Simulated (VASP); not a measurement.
BaS:

```
Ba S
1.0
     0.00000    3.19375    3.19375
     3.19375    0.00000    3.19375
     3.19375    3.19375    0.00000
Ba S
1 1
Direct
  0.00000 0.00000 0.00000
  0.50000 0.50000 0.50000
```

| Quantity | Value |
| --- | --- |
| Program | VASP 6.6.1 |
| Task | relaxation of cell and atoms |
| Functional | BLYP |
| Dispersion | D3 |
| Potentials or basis | VASP PAW PBE potentials, release 64 (Ba_sv, S) |
| Cutoff | 600 eV |
| k mesh | 7 × 7 × 7 |
| Occupations | fermi-dirac, width 0.05 eV |
| Spin | no spin polarisation |

At the start: pressure 1.5 GPa; volume 32.58 Å³/atom.

Problem. How do energy, volume and symmetry change on relaxing?

Solution. Over 3 steps the energy falls by 5.3 meV/atom and the volume is 33.74 Å³/atom (+3.6 %); space group Fm-3m (No. 225, to 0.05 Å).

Step by step:
```csv
step,energy change (eV),largest force (eV/Å),pressure (GPa),volume (Å³)
1,0.0000,0.0000,1.50,65.15
2,-0.0099,0.0000,-0.32,68.07
3,-0.0106,0.0000,-0.01,67.49
```

Final structure:
```
Ba S
1.0
     0.00000    3.23144    3.23144
     3.23144    0.00000    3.23144
     3.23144    3.23144    0.00000
Ba S
1 1
Direct
  0.00000 0.00000 0.00000
  0.50000 0.50000 0.50000
```

Caveat: the PAW data sets were made with another functional, which shifts forces and pressure a little.
